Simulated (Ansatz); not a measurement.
Te: stiffness from a series of strains

```xyz
3
Lattice="4.4580 0.0000 0.0000 -2.2290 3.8607 0.0000 0.0000 0.0000 5.9250" Properties=species:S:1:pos:R:3 pbc="T T T"
Te    3.3212    0.0000    1.9750
Te   -1.6606    2.8763    3.9500
Te    0.5684    0.9845    0.0000
```

Atom numbers follow the list: Te1, Te2, Te3.

The cell is COD entry 1531230, as deposited and not checked against the literature; nothing was relaxed.

No spin–orbit coupling, which matters for the heavy atoms here.

The calculation used Ansatz 0.2.0, DFT, PBE, all-electron LAPW, scalar-relativistic.

The runs use a Γ-centred 9×9×6 k mesh, Fermi–Dirac smearing of 0.08 eV, basis error target 0.5 meV/atom, no spin polarisation.

The strain is applied along the Cartesian axes of the cell as listed (the other components stay zero). Fractional coordinates are held (clamped ions).

σ is the change of stress from the unstrained cell, which is at 3.15 GPa; tension is positive, so slopes are stress–strain coefficients at that pressure.

Only quantities that a quadratic follows smoothly over the whole series are listed; rougher ones are left out.

```tsv
εzz	σzz (GPa)	σxx (GPa)
-0.0300	-3.61	-1.86
-0.0200	-2.36	-1.20
-0.0100	-1.16	-0.58
0.0000	0.00	0.00
0.0100	1.11	0.54
0.0300	3.20	1.49
```

Q: Fit the series and read off the stiffness at zero strain.

A: Least-squares fits y = p0 + p1 x + p2 x² to the rows give σzz (GPa): p1 = 113, p2 = -230; σxx (GPa): p1 = 55.9, p2 = -210. So C33 = 113 GPa and C13 = 56 GPa, for these axes.

Q: One run, at εzz = 0.0200, is withheld. Predict its row.

A: The fits give 2.18, 1.04; the run gave 2.18, 1.03.
